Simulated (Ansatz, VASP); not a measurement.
This is a calculation of Te2Mo for Ansatz 0.2.0. 

input.yaml

```yaml
crystal:
  lattice:
    - [3.5182, 0.0, 0.0]
    - [-1.7591, 3.0468505756, 0.0]
    - [0.0, 0.0, 13.9736]
  atoms:
    - { symbol: Te, position: [0.6666666667, 0.3333333333, 0.379] }
    - { symbol: Te, position: [0.3333333333, 0.6666666667, 0.879] }
    - { symbol: Te, position: [0.6666666667, 0.3333333333, 0.121] }
    - { symbol: Te, position: [0.3333333333, 0.6666666667, 0.621] }
    - { symbol: Mo, position: [0.6666666667, 0.3333333333, 0.75] }
    - { symbol: Mo, position: [0.3333333333, 0.6666666667, 0.25] }
hamiltonian:
  xc: revpbe
  pseudopotentials: { kind: paw }
  dispersion: d4
kpoints:
  mp_grid: { grid: [7, 7, 2] }
scf:
  occupations: { method: fermi_dirac, width: 0.05 }
output:
  forces: true
  stress: true
  eigenvalues: true
  write_density: true
  write_potential: true
  elf: true
  volumetric_format: npy
relax:
  f_tol: 0.01
  max_steps: 40
  cell: { stress_tol: 0.05 }
```

Potentials or basis: Ansatz PAW.

Launch:

```sh
$ ansatz run input.yaml --threads 2 --pin off --max-ram 5632MiB --backend cpu --events-out ev --progress --plain --runs-dir out
```

Problem. What does the same run look like in VASP 6.6.1? Potentials or basis there: PBE PAW files Mo_sv, Te, 600 eV.

Solution. As run (cutoffs and basis follow the program's own potentials, and thresholds, step limits or extra output files can differ):

The input INCAR:

```
PREC = Accurate
ENCUT = 600
EDIFF = 1E-6
ISMEAR = -1
SIGMA = 0.05
LREAL = F
LASPH = T
NELM = 80
ALGO = Fast
ISIF = 3
LWAVE = F
LCHARG = F
GGA = RE
IVDW = 13
IBRION = 2
NSW = 60
EDIFFG = -0.01
```

File KPOINTS:

```
regular mesh
0
Gamma
  7 7 2
```

The input POSCAR:

```
Te2Mo
1.0
    3.5182000000      0.0000000000      0.0000000000
   -1.7591000000      3.0468505756      0.0000000000
    0.0000000000      0.0000000000     13.9736000000
Te Mo
4 2
Direct
    0.6666666667      0.3333333333      0.3790000000
    0.3333333333      0.6666666667      0.8790000000
    0.6666666667      0.3333333333      0.1210000000
    0.3333333333      0.6666666667      0.6210000000
    0.6666666667      0.3333333333      0.7500000000
    0.3333333333      0.6666666667      0.2500000000
```

Potentials or basis: VASP PAW PBE potentials, release 64 (Te, Mo_sv).

Command:

```bash
$ cat potpaw_PBE.64/Te/POTCAR potpaw_PBE.64/Mo_sv/POTCAR > POTCAR
$ mpirun -np 1 vasp_std > vasp.out
```

Both were run:

|  | Ansatz | VASP |
| --- | --- | --- |
| Relaxed volume | 23.76 Å³/atom | 23.76 Å³/atom |
| Relaxed cell | a = 3.485 Å, b = 3.485 Å, c = 13.552 Å, α = 90.00°, β = 90.00°, γ = 120.00° | a = 3.486 Å, b = 3.486 Å, c = 13.543 Å, α = 90.00°, β = 90.00°, γ = 120.00° |
| Space group after relaxing | P6_3/mmc (No. 194) | P6_3/mmc (No. 194) |
| Pressure after relaxing | 0.0 GPa | 0.0 GPa |

Ansatz's pressure holds a Pulay term of +0.03 GPa for its cutoff of 420 eV, which the other run lacks.

The potentials hold 92 and 52 valence electrons a cell.

Ansatz's potentials were made for PBE. VASP's potentials were made for PBE.

Where Ansatz's input types no cutoff or centring, it takes its own default and a Γ-centred mesh.

Pressure is positive in compression.
